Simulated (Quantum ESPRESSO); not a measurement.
Runs of Quantum ESPRESSO 7.5 on MgO. Symmetry: Fm-3m, No. 225, cubic system. The conventional cell has a = 4.194 Å, b = 4.194 Å, c = 4.194 Å, α = 90.00°, β = 90.00°, γ = 90.00°. Mg (site symmetry m-3m) has 6 O at 2.10 Å as nearest neighbours. Around O (site symmetry m-3m) lie 6 Mg at 2.10 Å. The cell is a database's computed one.

```tsv
task	level	potentials or basis	cell	k mesh	cutoff (eV)	k points per string	q mesh	iterations	startingwfc	mixing ndim	other keys	mesh quality	pressure (GPa)
Berry-phase polarisation	PBE	SSSP 1.3 efficiency PBE	atoms moved at random, drawn with an rms of 0.1 Å	6 × 6 × 6	748	12 × 12 × 12	-	-	-	-	-	coarse	7.9
phonon dispersion	PBE	GBRV 1.5 PBE	relaxed	4 × 4 × 4, shifted	612	-	4 × 4 × 4	-	-	-	-	coarse	-0.1
phonons and Raman activities	PBEsol	GBRV 1.5 PBEsol	relaxed	6 × 6 × 6, shifted	612	-	-	-	-	-	-	not flagged	0.0
phonon dispersion	PBEsol	GBRV 1.5 PBEsol	relaxed	4 × 4 × 4, shifted	612	-	4 × 4 × 4	-	-	-	-	coarse	0.0
phonons and Raman activities	PBE	GBRV 1.5 PBE	relaxed	6 × 6 × 6, shifted	612	-	-	-	-	-	-	not flagged	-0.1
energy-loss spectrum	PBEsol	PseudoDojo 0.5 SR PBE stringent	volume scaled by 0.96	6 × 6 × 6, shifted	1252	-	-	200	atomic	2	startingwfc = atomic; mixing_ndim = 2; diagonalization = rmm-paro	not flagged	(a)
phonon dispersion	LDA	GBRV 1.5 LDA	relaxed	4 × 4 × 4, shifted	612	-	4 × 4 × 4	-	-	-	-	coarse	0.0
phonons and Raman activities	LDA	GBRV 1.5 LDA	relaxed	6 × 6 × 6, shifted	612	-	-	-	-	-	-	not flagged	0.0
energy-loss spectrum	LDA	PseudoDojo 0.4.1 SR LDA stringent	as given	6 × 6 × 6, shifted	1252	-	-	300	-	-	-	not flagged	-3.8
```

Alike in all rows: no spin polarisation; smearing fermi-dirac 0.05 eV.

Estimate the missing entries.

(a) 10.4.

Caveats: some runs use coarse meshes; the Lanczos chain is short for so many electrons, so humps in the spectrum may be artefacts (some runs); the potentials were made for another functional, which shifts forces and pressure (some runs).

The runs don't all hold the same shells in valence.
